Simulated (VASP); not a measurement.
# GaAs (F-43m) in VASP: a series of runs, part 2 of 2

VASP 6.6.1.

## Step 4: Dielectric tensor, PBEsol

INCAR

```
SYSTEM = GaAs
ALGO = Normal
EDIFF = 1E-7
ENCUT = 350
GGA = PS
ISIF = 2
ISMEAR = 0
LASPH = .True.
LCHARG = .False.
LEPSILON = .True.
LREAL = .False.
LWAVE = .False.
NELM = 100
PREC = Accurate
SIGMA = 0.01
```

KPOINTS

```
k-points
0
Gamma
  10 10 10
  0 0 0
```

POSCAR

```
GaAs
1.0
    0.0000000000      2.8268500000      2.8268500000
    2.8268500000      0.0000000000      2.8268500000
    2.8268500000      2.8268500000      0.0000000000
As Ga
1 1
Direct
    0.7500000000      0.7500000000      0.7500000000
    0.0000000000      0.0000000000      0.0000000000
```

Potentials or basis: VASP PAW PBE potentials, release 64 (As, Ga_d).

Command:

```bash
> cat potpaw_PBE.64/As/POTCAR potpaw_PBE.64/Ga_d/POTCAR > POTCAR
> mpirun -np 1 vasp_std > vasp.out
```

OUTCAR:

```text
SYSTEM = GaAs
   EDIFF = 1E-7
   ENCUT = 350
   GGA = PS
   ISIF = 2
   ISMEAR = 0
   LASPH = .True.
   LEPSILON = .True.
   LREAL = .False.
   NELM = 100
   PREC = Accurate

 Found     47 irreducible k-points:

 Following reciprocal coordinates:
            Coordinates               Weight
  0.000000  0.000000  0.000000      1.000000
  0.100000  0.000000  0.000000      8.000000
  0.200000  0.000000  0.000000      8.000000
  0.300000  0.000000  0.000000      8.000000
  0.400000  0.000000  0.000000      8.000000
  0.500000  0.000000  0.000000      4.000000
   k-points           NKPTS =     47   k-points in BZ     NKDIM =     47   number of bands    NBANDS=     13
   number of dos      NEDOS =    301   number of ions     NIONS =      2
   total plane-waves  NPLWV =  13824
   dimension x,y,z NGX =    24 NGY =   24 NGZ =   24
   dimension x,y,z NGXF=    48 NGYF=   48 NGZF=   48
   ions per type =               1   1
   NGX,Y,Z   is equivalent  to a cutoff of   9.98,  9.98,  9.98 a.u.
   NGXF,Y,Z  is equivalent  to a cutoff of  19.96, 19.96, 19.96 a.u.
 SYSTEM =  GaAs
   PREC   = accura    normal or accurate (medium, high low for compatibility)
   ISTART =      0    job   : 0-new  1-cont  2-samecut
   ICHARG =      2    charge: 1-file 2-atom 10-const
   ISPIN  =      1    spin polarized calculation?
   LNONCOLLINEAR =      F non collinear calculations
[... 207 lines left out ...]
  ---------------------------------------------------
  free energy    TOTEN  =        -3.14597053 eV

  energy without entropy =       -3.14597053

------------------------ aborting loop because EDIFF is reached ----------------------------------------

 PIEZOELECTRIC TENSOR FIELD DIRECTION 3  (e Angst)
 -----------------------------------------------------------------------------
    -0.00031  2.58501  0.00000           (  0.00000  0.01502  0.00000)
     2.58501 -0.00031  0.00000           (  0.01502  0.00000  0.00000)
     0.00000  0.00000 -0.00168           (  0.00000  0.00000 -0.00000)

 PIEZOELECTRIC TENSOR FIELD DIRECTION 3  (C/m^2)
 -----------------------------------------------------------------------------
    -0.00011  0.91672  0.00000
     0.91672 -0.00011  0.00000
     0.00000  0.00000 -0.00060

 MACROSCOPIC STATIC DIELECTRIC TENSOR (including local field effects in DFT)
 ------------------------------------------------------
          25.129629     0.000000     0.000000
          -0.000000    25.129629     0.000000
          -0.000000    -0.000000    25.129629
 ------------------------------------------------------

 PIEZOELECTRIC TENSOR (including local field effects)  for field in x, y, z        (e  Angst)
          XX          YY          ZZ          XY          YZ          ZX
  --------------------------------------------------------------------------------
  x     0.00000     0.00000     0.00000     0.00000     2.59214     0.00000
  y     0.00000     0.00000    -0.00000     0.00000     0.00000     2.59214
  z    -0.00000     0.00000     0.00000     2.59214     0.00000     0.00000

 PIEZOELECTRIC TENSOR (including local field effects)  for field in x, y, z        (C/m^2)
          XX          YY          ZZ          XY          YZ          ZX
  --------------------------------------------------------------------------------
  x     0.00000     0.00000     0.00000     0.00000     0.91924     0.00000
  y     0.00000     0.00000    -0.00000     0.00000     0.00000     0.91924
  z    -0.00000     0.00000     0.00000     0.91924     0.00000     0.00000

 BORN EFFECTIVE CHARGES (including local field effects) (in |e|, cummulative output)
 ---------------------------------------------------------------------------------
 ion    1
    1    -2.18602    -0.00000    -0.00000
    2     0.00000    -2.18602    -0.00000
    3     0.00000     0.00000    -2.18602
 ion    2
    1     2.18602     0.00000     0.00000
    2    -0.00000     2.18602     0.00000
    3    -0.00000    -0.00000     2.18602
```

OSZICAR:

```text
N       E                     dE             d eps       ncg     rms          rms(c)
DAV:   1     0.689498534595E+02    0.68950E+02   -0.77109E+03  1230   0.154E+03
DAV:   2    -0.399729643077E+01   -0.72947E+02   -0.70607E+02  1307   0.280E+02
[... 12 lines left out ...]
RMM:   6    -0.314540776835E+01   -0.59037E-02   -0.34898E-04  8696   0.135E-01    0.177E-02
RMM:   7    -0.314538067289E+01    0.27095E-04   -0.12263E-05  8723   0.521E-02    0.423E-03
RMM:   8    -0.314602556736E+01   -0.64489E-03   -0.60259E-06  8877   0.171E-02    0.107E-03
RMM:   9    -0.314599663341E+01    0.28934E-04    0.12363E-06  9044   0.647E-03    0.426E-04
RMM:  10    -0.314598210153E+01    0.14532E-04   -0.26993E-07  8955   0.208E-03    0.113E-04
RMM:  11    -0.314597137457E+01    0.10727E-04    0.31893E-07  8006   0.895E-04    0.283E-05
RMM:  12    -0.314597052911E+01    0.84546E-06    0.75281E-08  4508   0.349E-04    0.878E-06
```

Run time: 2.9 min. Hardware: 1 thread of Intel Xeon Platinum 8259CL at 2.50GHz (Skylake/Cascade Lake), shared host; peak memory 0.27 GiB.

These settings aren't checked as converged: the numbers below hold their error.

What came out:

```yaml
Band_gap_on_the_k_mesh: 0.46 eV, direct
Electronic_dielectric_tensor_diagonal: 25.13
Born_charges_mean_of_the_diagonal: As -2.19; Ga +2.19 e
```

Caveat: the gap is small at this level, which inflates the dielectric constant.

## Step 5: Dielectric tensor, PBEsol

INCAR: that of step 4 with these lines changed.

```diff
@@ -2,3 +2,3 @@
 ALGO = Normal
-EDIFF = 1E-7
+EDIFF = 1E-8
 ENCUT = 350
@@ -10,3 +10,3 @@
 LEPSILON = .True.
-LREAL = .False.
+LREAL = Auto
 LWAVE = .False.
```

KPOINTS is that of step 4.

POSCAR is that of step 4.

Potentials or basis: VASP PAW PBE potentials, release 64 (As, Ga_d).

Command:

```bash
> cat potpaw_PBE.64/As/POTCAR potpaw_PBE.64/Ga_d/POTCAR > POTCAR
> mpirun -np 1 vasp_std > vasp.out
```

OUTCAR:

```text
SYSTEM = GaAs
   EDIFF = 1E-8
   ENCUT = 350
   GGA = PS
   ISIF = 2
   ISMEAR = 0
   LASPH = .True.
   LEPSILON = .True.
   LREAL = Auto
   NELM = 100
   PREC = Accurate

 Found     47 irreducible k-points:

 Following reciprocal coordinates:
            Coordinates               Weight
  0.000000  0.000000  0.000000      1.000000
  0.100000  0.000000  0.000000      8.000000
  0.200000  0.000000  0.000000      8.000000
  0.300000  0.000000  0.000000      8.000000
  0.400000  0.000000  0.000000      8.000000
  0.500000  0.000000  0.000000      4.000000
   k-points           NKPTS =     47   k-points in BZ     NKDIM =     47   number of bands    NBANDS=     13
   number of dos      NEDOS =    301   number of ions     NIONS =      2
   total plane-waves  NPLWV =  13824
   dimension x,y,z NGX =    24 NGY =   24 NGZ =   24
[... 233 lines left out ...]
     0.91664 -0.00010  0.00000
     0.00000  0.00000 -0.00059

 MACROSCOPIC STATIC DIELECTRIC TENSOR (including local field effects in DFT)
 ------------------------------------------------------
          25.131798     0.000000     0.000000
           0.000000    25.131798    -0.000000
           0.000000     0.000000    25.131798
 ------------------------------------------------------

 PIEZOELECTRIC TENSOR (including local field effects)  for field in x, y, z        (e  Angst)
          XX          YY          ZZ          XY          YZ          ZX
  --------------------------------------------------------------------------------
  x     0.00000     0.00000     0.00000     0.00000     2.59192     0.00000
  y    -0.00000     0.00000    -0.00000     0.00000     0.00000     2.59192
  z     0.00000     0.00000     0.00000     2.59192     0.00000     0.00000

 PIEZOELECTRIC TENSOR (including local field effects)  for field in x, y, z        (C/m^2)
          XX          YY          ZZ          XY          YZ          ZX
  --------------------------------------------------------------------------------
  x     0.00000     0.00000     0.00000     0.00000     0.91917     0.00000
  y    -0.00000     0.00000    -0.00000     0.00000     0.00000     0.91917
  z     0.00000     0.00000     0.00000     0.91917     0.00000     0.00000

 BORN EFFECTIVE CHARGES (including local field effects) (in |e|, cummulative output)
 ---------------------------------------------------------------------------------
 ion    1
    1    -2.18626     0.00000     0.00000
    2     0.00000    -2.18626     0.00000
    3     0.00000     0.00000    -2.18626
 ion    2
    1     2.18626     0.00000     0.00000
    2     0.00000     2.18626     0.00000
    3     0.00000     0.00000     2.18626
```

OSZICAR:

```text
N       E                     dE             d eps       ncg     rms          rms(c)
DAV:   1     0.689492945562E+02    0.68949E+02   -0.77109E+03  1230   0.154E+03
DAV:   2    -0.399808993908E+01   -0.72947E+02   -0.70607E+02  1307   0.280E+02
[... 12 lines left out ...]
RMM:   6    -0.314568070915E+01   -0.59036E-02   -0.34850E-04  8700   0.135E-01    0.177E-02
RMM:   7    -0.314565350214E+01    0.27207E-04   -0.12214E-05  8724   0.521E-02    0.423E-03
RMM:   8    -0.314629850582E+01   -0.64500E-03   -0.59708E-06  8874   0.171E-02    0.107E-03
RMM:   9    -0.314626956435E+01    0.28941E-04    0.12410E-06  9047   0.647E-03    0.426E-04
RMM:  10    -0.314625503146E+01    0.14533E-04   -0.27284E-07  9006   0.208E-03    0.113E-04
RMM:  11    -0.314624430844E+01    0.10723E-04    0.23079E-07  9017   0.894E-04    0.290E-05
RMM:  12    -0.314624346726E+01    0.84118E-06   -0.93266E-08  8028   0.328E-04    0.813E-06
```

It took 7 min on 1 thread of Intel Xeon Platinum 8259CL at 2.50GHz (Skylake/Cascade Lake), shared host; peak memory 0.23 GiB.

The run converged, but some of its settings lie outside the range that counts as converged, so its numbers aren't taken as properties of the crystal.

Results:

```yaml
Band_gap_on_the_k_mesh: 0.46 eV, direct
Electronic_dielectric_tensor_diagonal: 25.13
Born_charges_mean_of_the_diagonal: As -2.19; Ga +2.19 e
```

Caveat: the gap is small at this level, which inflates the dielectric constant.
